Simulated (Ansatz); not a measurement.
**Li: the crystal squeezed far**

One table from this session's results is given with a row withheld; the runs are named, their logs left out.

Computed with Ansatz 0.2.0 (DFT PBE, with the methods named in each step, unless a step's input says otherwise).

### The system as given

Symmetry: Pm-3m, No. 221, cubic system. Conventional cell: a = 2.794 Å, b = 2.794 Å, c = 2.794 Å, α = 90.00°, β = 90.00°, γ = 90.00°. Around Li (site symmetry m-3m) lie 6 Li at 2.79 Å.

As a file:

```
Li
1.0
     2.79379    0.00000    0.00000
     0.00000    2.79379    0.00000
     0.00000    0.00000    2.79379
Li
1
Direct
  0.00000 0.00000 0.00000
```

Whether this phase is the stable one at these pressures isn't tested.

The first run:

input.yaml reads:

```yaml
crystal:
  lattice:
    - [2.793790662, 0.0, 0.0]
    - [0.0, 2.793790662, 0.0]
    - [0.0, 0.0, 2.793790662]
  atoms:
    - { symbol: Li, position: [0.0, 0.0, 0.0] }
kpoints:
  mp_grid: { grid: [14, 14, 14] }
scf:
  occupations: { method: fermi_dirac, width: 0.05 }
hamiltonian:
  xc: pbe
  pseudopotentials: { kind: paw }
output:
  forces: true
  stress: true
  write_density: true
  write_potential: true
  elf: true
  volumetric_format: npy
relax:
  f_tol: 0.005
  max_steps: 40
  cell: {}
```

On the command line:

```
ansatz run input.yaml --threads 1 --pin off --max-ram 2048MiB --backend cpu --events-out ev --progress --plain --runs-dir out
```

Steps of the session up to this table: Cell relaxed at zero pressure, PAW; Volume scaled by 1, PAW; Volume scaled by 0.88, PAW; Volume scaled by 0.78, PAW; Volume scaled by 0.68, PAW; Volume scaled by 0.58, PAW; Volume scaled by 0.5, PAW; Volume scaled by 0.5, PAW (partial_waves polarizable); Volume scaled by 0.43, PAW; Volume scaled by 0.43, PAW (source ansatz).

One of the session's tables, all rows but one given; the rest of the session is left out.

| method | volume over the first | volume (Å³/atom) | pressure (GPa) |
| --- | --- | --- | --- |
| PAW | 1 | 20.337 | 0.04 |
| PAW | 0.88 | ? | ? |
| PAW | 0.78 | 15.863 | 4.70 |
| PAW | 0.68 | 13.829 | 9.08 |
| PAW | 0.58 | 11.796 | 16.60 |
| PAW | 0.5 | 10.169 | 26.86 |
| PAW | 0.43 | 8.745 | 41.83 |
| PAW (partial_waves polarizable) | 0.5 | 10.169 | 26.86 |
| PAW (source ansatz) | 0.43 | 8.745 | 41.84 |

**Question.** Estimate the row for PAW, 0.88.

The run gave: volume (Å³/atom): 17.897; pressure (GPa): 2.01. In the column «volume (Å³/atom)» it lies between PAW, 0.78 (15.863) and PAW, 1 (20.337).
